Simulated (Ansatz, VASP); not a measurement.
# SrO: VASP beside Ansatz

```
Sr O
1.0
     2.57425    2.57425    0.00000
    -2.57425    2.57425    0.00000
     0.00000    2.57425    2.55376
Sr O
1 1
Direct
  0.50000 0.50000 0.00000
  0.00000 0.00000 0.00000
```

Change from the starting cell: in-plane strain +0.005, out-of-plane length and atoms relaxed by PAW.

Alike in both runs: functional PBEsol; k mesh 8 × 8 × 8; no spin polarisation.

Ansatz relaxed the structure, and its values are those at the end. VASP's run is a single point on that final structure, the one shown.

```csv
,VASP,Ansatz
version,VASP 6.6.1,Ansatz 0.2.0
potentials or method,"VASP PAW PBE potentials, release 64 (Sr_sv, O)","PAW with Ansatz's default frozen-core files, scalar-relativistic"
plane-wave cutoff (eV),520,420
occupations,"gaussian, width 0.01 eV",fixed
valence electrons in the cell,16,16
```

```csv
,VASP,Ansatz,Ansatz less VASP
pressure (GPa),0.0,-0.7,-0.62
```

Caveats: the PAW data sets were made with another functional, which shifts forces and pressure a little (VASP). A k mesh can miss the band edges.
